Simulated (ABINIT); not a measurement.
**TaS2 in ABINIT: convergence with tolvrs**

Input of the first run (tolvrs 0.01); the others differ in this setting and in those tied to it:

The input run.abi:

```
# Pseudopotentials
pp_dirpath "./"
pseudos "Ta.upf, S.upf"

# Structure
acell 3*1.0
rprim
     6.3305825175     0.0000000000     0.0000000000
    -3.1652912587     5.4824452809     0.0000000000
     0.0000000000     0.0000000000    11.0737950903
ntypat 2
znucl 73 16
natom 3
typat 1 2 2
xred
     0.0000000000     0.0000000000     0.0000000000
     0.6666666667     0.3333333333     0.7500000000
     0.3333333333     0.6666666667     0.2500000000

# Plane-wave basis
ecut 66.0

# k points
kptopt 1
ngkpt 5 5 3
nshiftk 1
shiftk 0.0 0.0 0.0

# Exchange and correlation
ixc -116133

# Bands and occupations
nband 24
occopt 7
tsmear 0.05 eV

# SCF cycle
nstep 100
tolvrs 0.01

# Output
iomode 3
prtwf 0
prtden 0
prteig 0
prtebands 0
enunit 1
prtvol 2
```

Potentials or basis: PseudoDojo NC SR PBEsol v0.4 stringent.

The run is started by

```console
$ abinit run.abi > log 2>&1
```

Hardware: 1 thread of Arm Neoverse V1, with other jobs on the host.

| tolvrs | energy less the tightest run, at zero smearing (meV/atom) | pressure (GPa) | SCF cycles | CPU time (s) | peak memory (GiB) |
| --- | --- | --- | --- | --- | --- |
| 0.01 | 0.00 | 4.54 | 19 | 200 | 0.16 |
| 0.001 | 0.00 | 4.54 | 19 | 200 | 0.16 |
| 0.0001 | 0.00 | 4.58 | 20 | 210 | 0.16 |
| 1e-05 | 0.00 | 4.58 | 21 | 220 | 0.16 |
| 1e-06 | 0.00 | 4.58 | 21 | 220 | 0.16 |
| 1e-08 | 0.00 | 4.58 | 23 | 240 | 0.16 |
| 1e-10 | 0.00 | 4.58 | 24 | 240 | 0.16 |
| 1e-13 | 0.00 | 4.58 | 26 | 270 | 0.16 |

Against the tightest run, the energy stays within 1 meV/atom from 0.01 on; the pressure stays within 0.1 GPa from 0.01 on. The tightest run that finished is the yardstick and may itself not be fully converged.

Caveat, for the tightest run too: the k mesh is coarse (spacing up to 0.43 Å⁻¹), so the values aren't converged; this functional lacks dispersion, which binds the layers, so the pressure and a relaxed spacing across them are unreliable. The run has no spin-orbit coupling, so splittings on Ta are missing.
